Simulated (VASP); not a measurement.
Input of a VASP 6.6.1 run:

Contents of INCAR:

```
SYSTEM = BaS
PREC = Accurate
ENCUT = 520
EDIFF = 1E-7
ISMEAR = -1
SIGMA = 0.02
LREAL = .False.
LASPH = .True.
NELM = 100
ALGO = Fast
ISIF = 2
LWAVE = .False.
LCHARG = .False.
GGA = PE
NBANDS = 24
```

File KPOINTS:

```
Automatic mesh
0
Gamma
  6 6 4
  0 0 0
```

Contents of POSCAR:

```
BaS
1.0
    5.5782882504      0.0000000000      0.0000000000
   -2.7891441252      4.8309393345      0.0000000000
    0.0000000000      0.0000000000      6.3068088363
Ba S
2 2
Direct
    0.3333333333      0.6666666667      0.2500000000
    0.6666666667      0.3333333333      0.7500000000
    0.6666666667      0.3333333333      0.2500000000
    0.3333333333      0.6666666667      0.7500000000
```

Potentials or basis: VASP PAW PBE potentials, release 64 (Ba_sv, S).

Command:

```bash
$ cat potpaw_PBE.64/Ba_sv/POTCAR potpaw_PBE.64/S/POTCAR > POTCAR
$ mpirun -np 1 vasp_std > vasp.out
```

(1) Predict the pressure.

(2) Estimate the band gap on the k mesh.

Answers

(1) -1.0 GPa.

(2) 2.46 eV, indirect (least direct gap 2.51 eV).

Caveat: spin-orbit coupling is left out, which moves the levels of the heavy elements.
